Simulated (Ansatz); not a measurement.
# HfO2: the cost of one run

Computed with Ansatz 0.2.0 (DFT PBEsol, scalar-relativistic, plane waves, PAW, unless a step's input says otherwise).

2 further runs of the same task are left out: 2 set aside as unsound or not needed.

## 1. The starting structure

It takes space group Fm-3m (No. 225, cubic). The conventional cell has a = 5.044 Å, b = 5.044 Å, c = 5.044 Å, α = 90.00°, β = 90.00°, γ = 90.00°. Around Hf (site symmetry m-3m) lie 8 O at 2.18 Å. O (site symmetry -43m) is surrounded by 4 Hf at 2.18 Å.

Coordinates:

```
CELL_PARAMETERS angstrom
0.00000 2.52195 2.52195
2.52195 0.00000 2.52195
2.52195 2.52195 0.00000
ATOMIC_POSITIONS crystal
Hf 0.00000 0.00000 0.00000
O 0.25000 0.25000 0.25000
O 0.75000 0.75000 0.75000
```

It is the result of an earlier relaxation at this level (volume 10.69 Å³/atom; gap on the mesh: 3.69 eV).

## 2. Building the [111] wire, 12 host atoms a period

The wire is cut from the relaxed crystal, periodic along c with vacuum across. Atoms and period relax; energies count from the bulk, -5575.0244 eV an atom.

The cell holds 4 Hf, 8 O: a = 11.100 Å, b = 12.900 Å, c = 8.736 Å, α = 90.00°, β = 90.00°, γ = 90.00°.

## 3. Relaxation

Pressure and volume refer to the whole cell with its vacuum; only the period along c may change.

input.yaml reads:

```yaml
crystal:
  lattice:
    - [11.1, 0.0, 0.0]
    - [0.0, 12.9, 0.0]
    - [0.0, 0.0, 8.7363021657]
  atoms:
    - { symbol: Hf, position: [0.5927552328, 0.5, 0.0] }
    - { symbol: O, position: [0.4072447672, 0.5, 0.5833333333] }
    - { symbol: O, position: [0.5, 0.3617604487, 0.4166666667] }
    - { symbol: Hf, position: [0.4072447672, 0.5, 0.3333333333] }
    - { symbol: O, position: [0.5927552328, 0.5, 0.25] }
    - { symbol: O, position: [0.5, 0.6382395513, 0.4166666667] }
    - { symbol: Hf, position: [0.5, 0.6382395513, 0.6666666667] }
    - { symbol: O, position: [0.5, 0.3617604487, 0.9166666667] }
    - { symbol: O, position: [0.4072447672, 0.5, 0.0833333333] }
    - { symbol: Hf, position: [0.5, 0.3617604487, 0.6666666667] }
    - { symbol: O, position: [0.5, 0.6382395513, 0.9166666667] }
    - { symbol: O, position: [0.5927552328, 0.5, 0.75] }
basis:
  ecutwfc: 420
kpoints:
  mp_grid: { grid: [1, 1, 4] }
hamiltonian:
  xc: pbesol
scf:
  occupations: { method: gaussian, width: 0.05 }
output:
  forces: true
  stress: true
  eigenvalues: true
  populations: true
  write_density: true
  write_potential: true
  elf: true
  volumetric_format: npy
relax:
  adjacent_minimum: "off"
  f_tol: 0.02
  max_steps: 45
  cell: { fix: [a, b, alpha, beta, gamma], stress_tol: 0.03 }
```

Run with:

```sh
ansatz run input.yaml --threads 4 --pin off --max-ram 11264MiB --backend cpu --events-out ev --progress --plain --runs-dir out
```

Q: Estimate wall time and peak memory on 4 threads of Arm Neoverse V1, shared host.

About 3.2 min, with a peak of 2 GiB.
